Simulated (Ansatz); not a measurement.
# Cobalt, bcc: HSE06 at the PBE geometry

Aim: see what exact exchange does to the levels and moments, and what it costs. The cell comes from an earlier PBE relaxation. Exact exchange is dear, so the k-mesh is coarse, and PBE is run on the same mesh for comparison.

Computed with Ansatz 0.2.0 (DFT, plane waves (420 eV) with PBE-made PAW files, scalar-relativistic; functionals as named at each step, unless a step says otherwise).

## 1. The starting structure

It takes space group Im-3m (No. 229, cubic). Conventional cell: a = 2.774 Å, b = 2.774 Å, c = 2.774 Å, α = 90.00°, β = 90.00°, γ = 90.00°. Co (site symmetry m-3m) is surrounded by 8 Co at 2.40 Å.

As a file:

```
CELL_PARAMETERS angstrom
2.77374 0.00000 0.00000
0.00000 2.77374 0.00000
0.00000 0.00000 2.77374
ATOMIC_POSITIONS crystal
Co 0.00000 0.00000 0.00000
Co 0.50000 0.50000 0.50000
```

The atoms start with moments of -1.79 ×2 μB.

## 2. PBE on the coarse mesh

The run with PBE.

input.yaml reads:

```yaml
crystal:
  lattice:
    - [2.7737376085, 0.0, 0.0]
    - [0.0, 2.7737376085, 0.0]
    - [0.0, 0.0, 2.7737376085]
  atoms:
    - { symbol: Co, position: [0.0, 0.0, 0.0], spin: -1.792 }
    - { symbol: Co, position: [0.5, 0.5, 0.5], spin: -1.792 }
hamiltonian:
  xc: pbe
  pseudopotentials:
    kind: paw
    azcp:
      Co: "pseudopotentials/Co.paw.azcp"
basis:
  ecutwfc: 420
  fft_grid_basis: typed
kpoints:
  mp_grid: { grid: [6, 6, 6], shift: [0, 0, 0] }
magnetization:
  spin_polarized: true
scf:
  occupations: { method: fermi_dirac, width: 0.1 }
output:
  write_density: true
  write_potential: true
  elf: true
  volumetric_format: npy
```

On the command line:

```
ansatz run input.yaml --threads 4 --pin off --max-ram 8192MiB --backend cpu --events-out ev --progress --plain --runs-dir out
```

## 3. HSE06, coarse mesh

The run with HSE06.

Edit input.yaml of step 2 so:

```diff
@@ -9,3 +9,3 @@
 hamiltonian:
-  xc: pbe
+  xc: hse06
   pseudopotentials:
@@ -23,6 +23 @@
   occupations: { method: fermi_dirac, width: 0.1 }
-output:
-  write_density: true
-  write_potential: true
-  elf: true
-  volumetric_format: npy
```

(Steps that only read results are left out.)

Before running it: what results should come out? Wanted: PBE: gap; PBE: magnetic state; HSE06: gap; HSE06: magnetic state.

**Answer**, as computed:

```
                         quantity                                  value
                         PBE: gap           none (levels filled in part)
              PBE: magnetic state  ferromagnetic, up to 1.87 μB per atom
                       HSE06: gap           none (levels filled in part)
            HSE06: magnetic state  ferromagnetic, up to 2.13 μB per atom
HSE06: SCF cycles, exchange loops                                  35, 3
 HSE06: CPU time over that of PBE                                    5.8
```

What this shows: Neither PBE nor HSE06 shows a clean gap on this mesh. Moments change from 1.87 μB to 2.13 μB at most; exact exchange favours larger moments in itinerant magnets. HSE06 cost 5.8 times the CPU time of PBE. HSE06 needed 3 outer loops of the exchange operator. The total energies in the logs cannot be compared from one functional to another.
